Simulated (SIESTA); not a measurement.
Mo under changes of volume

One of the cells (16.209 Å³/atom); the others are scaled copies at fixed shape and fractional positions:

```xyz
1
Lattice="-1.5943 1.5943 1.5943 1.5943 -1.5943 1.5943 1.5943 1.5943 -1.5943" Properties=species:S:1:pos:R:3 pbc="T T T"
Mo    0.0000    0.0000    0.0000
```

```yaml
Program: SIESTA 5.4.2
Functional: PBE
Potentials_or_basis: PseudoDojo 0.4 standard (PBE files)
Basis: DZP (energy shift 0.003 Ry; two zetas on semicore shells)
Grid_cutoff: 800 Ry
Energy_shift: 0.003 Ry
k_mesh: 12 × 12 × 12
Occupations: fermi-dirac, width 0.05 eV
Spin: no spin polarisation
```

| volume (Å³/atom) | energy over the lowest point (meV/atom) | pressure (GPa) |
| --- | --- | --- |
| 14.938 | 56.32 | 20.0 |
| 15.256 | ? | ? |
| 15.574 | 4.38 | 6.8 |
| 16.209 | 0.00 | -4.1 |
| 16.527 | 12.84 | -8.7 |
| 16.845 | 34.21 | -12.8 |

**Question.** What does the run at 15.256 Å³/atom give?

**Answer.** Energy over the lowest point 23.81 meV/atom; pressure 13.0 GPa.

Worked out: A Birch-Murnaghan fit of order 3 (a polynomial in V^(-2/3)) to the other rows has its minimum at 15.95 Å³/atom with B0 = V·E''(V) = 264 GPa and B' = 4.3. It gives 23.74 meV/atom at 15.256 Å³/atom, against the run's 23.81, and -dE/dV = 13.0 GPa, against 13.0.

Energies are extrapolated to zero smearing.

Caveats: the basis of atomic orbitals isn't converged, which shifts pressures, moduli and gaps.
